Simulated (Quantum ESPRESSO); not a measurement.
A run of Quantum ESPRESSO 7.5 is set up as follows.

Contents of pw.in:

```
&CONTROL
  calculation = 'scf'
  prefix = 'pwscf'
  outdir = './tmp'
  pseudo_dir = './pseudo'
  tprnfor = .true.
  tstress = .true.
  disk_io = 'nowf'
/
&SYSTEM
  ibrav = 0
  nat = 1
  ntyp = 1
  ecutwfc = 60
  nbnd = 16
  occupations = 'smearing'
  smearing = 'fd'
  degauss = 0.00367493
/
&ELECTRONS
  conv_thr = 2d-10
  electron_maxstep = 120
  mixing_beta = 0.5
/
ATOMIC_SPECIES
Au   196.9666 Au_ONCV_PBE-1.0.oncvpsp.upf
CELL_PARAMETERS angstrom
  -1.6672400000    1.6108460000    1.6646960000
   1.6037350000   -1.6356840000    1.6260290000
   1.7364330000    1.7048780000   -1.6895340000
ATOMIC_POSITIONS crystal
Au    -0.0098820000   -0.0170920000   -0.0213010000
K_POINTS automatic
11 11 11 0 0 0
```

Potentials or basis: SSSP 1.3 efficiency PBE.

Launch:

```sh
$ OMP_NUM_THREADS=1 pw.x -in pw.in > pw.out
```

**Question.** Estimate the pressure.

**Answer.** -1.3 GPa.

**Question.** Estimate the band gap on the k mesh.

**Answer.** None (metal or under the smearing width).

Stress tensor (GPa, compression positive):
```
-0.64 -2.06  1.91
-2.06 -1.25  0.24
 1.91  0.24 -2.00
```

The run has no spin-orbit coupling, so splittings on Au are missing.
